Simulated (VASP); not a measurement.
Pb under changes of volume

One of the cells (42.158 Å³/atom); the others are scaled copies at fixed shape and fractional positions:

```xyz
2
Lattice="0.0000 3.4804 3.4804 3.4804 0.0000 3.4804 3.4804 3.4804 0.0000" Properties=species:S:1:pos:R:3 pbc="T T T"
Pb    1.7402    1.7402    1.7402
Pb    0.0000    0.0000    0.0000
```

This isn't the form of Pb at room conditions, which is fcc.

| Quantity | Value |
| --- | --- |
| Program | VASP 6.6.1 |
| Functional | r2SCAN |
| Potentials or basis | VASP PAW PBE potentials, release 64 (Pb_d) |
| Cutoff | 520 eV |
| k mesh | 6 × 6 × 6 |
| Occupations | fermi-dirac, width 0.05 eV |
| Spin | no spin polarisation |

```csv
volume (Å³/atom),energy over the lowest point (meV/atom),pressure (GPa)
40.472,?,?
41.315,1.77,0.6
42.158,0.00,0.0
43.001,1.37,-0.6
43.844,5.55,-1.1
```

Problem. What does the run at 40.472 Å³/atom give?

Solution. Energy over the lowest point 7.06 meV/atom; pressure 1.3 GPa.

Worked out: A Birch-Murnaghan fit of order 2 (a polynomial in V^(-2/3)) to the other rows has its minimum at 42.20 Å³/atom with B0 = V·E''(V) = 30 GPa. It gives 6.98 meV/atom at 40.472 Å³/atom, against the run's 7.06, and -dE/dV = 1.3 GPa, against 1.3.

Energies are extrapolated to zero smearing.

Caveats: the PAW data sets were made with another functional, which shifts forces and pressure a little.
